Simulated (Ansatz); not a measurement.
# LiF: experiment and calculation

**Measured values to compare with.**

A printed reference work, data compilation reports, for a bulk crystal of LiF at 298.15 K: lattice constant a 4.0262 ± 0.0001 Å.

From a printed reference work, monograph, for a bulk crystal of LiF: high-frequency dielectric constant 1.93.

The runs below are set against these values where they give the same quantity.

Method: DFT PBE, scalar-relativistic, plane waves, PAW in Ansatz 0.2.0.

Plane waves to 420 eV, a k mesh through Γ of 10×10×10 on the computed 2-atom cell and Gaussian smearing (0.02 eV); no spin polarisation.

Relaxed structure, symmetry kept:

```cif
data_structure
_symmetry_space_group_name_H-M 'P 1'
_symmetry_Int_Tables_number 1
_cell_length_a 2.8759
_cell_length_b 2.8759
_cell_length_c 2.8759
_cell_angle_alpha 60.000
_cell_angle_beta 60.000
_cell_angle_gamma 60.000
_cell_volume 16.82
loop_
_atom_site_label
_atom_site_type_symbol
_atom_site_fract_x
_atom_site_fract_y
_atom_site_fract_z
_atom_site_occupancy
Li1 Li 0.00000 0.00000 0.00000 1
F1 F 0.50000 0.50000 0.50000 1
```

```json
{"Space group": "Fm-3m (No. 225)", "Volume per atom": "8.41 Å³", "Formation energy from the elements' standard states (uncorrected)": "-2.945 eV/atom", "Kohn–Sham band gap": "8.83 eV, indirect from (-0.068, 0.000, 0.068) to Γ", "Löwdin character of the top 1 eV of the valence band": "F 2p 99 %", "Löwdin character of the lowest 1 eV of the conduction band": "Li 2s 63 %, F 2s 24 %, unprojected 9 %", "Electron masses at the edge by Cartesian direction of the standard setting (m_e; degenerate bands sorted by energy; no spin-orbit coupling)": "x: 0.86; y: 0.86; z: 0.86", "Hole masses at the edge by Cartesian direction of the standard setting (m_e; degenerate bands sorted by energy; no spin-orbit coupling)": "x: 2.2; y: 3.7; z: 2.2", "Bulk modulus": "67 GPa", "Its pressure derivative": "4.2", "Electronic dielectric constant xx, yy, zz of the standard setting (independent particles)": "2.1, 2.1, 2.1", "Bader charges (e)": "Li (1 in the cell) 0.90, F (1 in the cell) -0.90"}
```

Against the measured lattice constant a of LiF, 4.0262 Å (298.15 K; a printed reference work, data compilation), the calculated 4.067 Å is off by +1.0 %. The calculation is for 0 K without zero-point motion. Measured high-frequency dielectric constant of LiF: 1.93 (a printed reference work, monograph). This calculation gives 2.08 (+7.7 %). Local fields are left out.